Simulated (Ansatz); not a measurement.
Start from `COC(C)=O` and change one atom or group to get `CC(C)=O`.

Ansatz, PBE0-D4/def2-TZVP geometries, multiplicity 1. 

```
                                          property  `COC(C)=O`
               LUMO energy (B3LYP/def2-TZVPP) / eV        0.10
                LUMO energy (PBE0/def2-TZVPP) / eV        0.40
               HOMO energy (B3LYP/def2-TZVPP) / eV       -7.71
                HOMO energy (PBE0/def2-TZVPP) / eV       -7.97
                 LUMO energy (PBE/def2-TZVPP) / eV       -0.75
size of the dipole moment (ωB97M-V/def2-TZVPP) / D        1.89
```

Q: What does the change do to each property? (Best estimate.)

A: Ansatz gave: 
```csv
property,`CC(C)=O`,shift
LUMO energy (B3LYP/def2-TZVPP) / eV,-0.60,-0.70
LUMO energy (PBE0/def2-TZVPP) / eV,-0.32,-0.72
HOMO energy (B3LYP/def2-TZVPP) / eV,-6.98,0.73
HOMO energy (PBE0/def2-TZVPP) / eV,-7.22,0.75
LUMO energy (PBE/def2-TZVPP) / eV,-1.51,-0.76
size of the dipole moment (ωB97M-V/def2-TZVPP) / D,2.99,1.10
```

With PBE0 the HOMO rises by 0.75 eV and the LUMO falls by 0.72 eV, so the gap narrows by about 1.47 eV. PBE moves the HOMO by 0.68 eV and ωB97M-V by 0.79 eV. The zero-point energy changes by -16.5 kJ/mol with -3 modes. Dipoles are sizes alone; their direction can turn.

B3LYP here is the variant with VWN-RPA as its local correlation; programs differ in this.

Positive LUMOs are unbound, so they and the gaps depend on the basis.
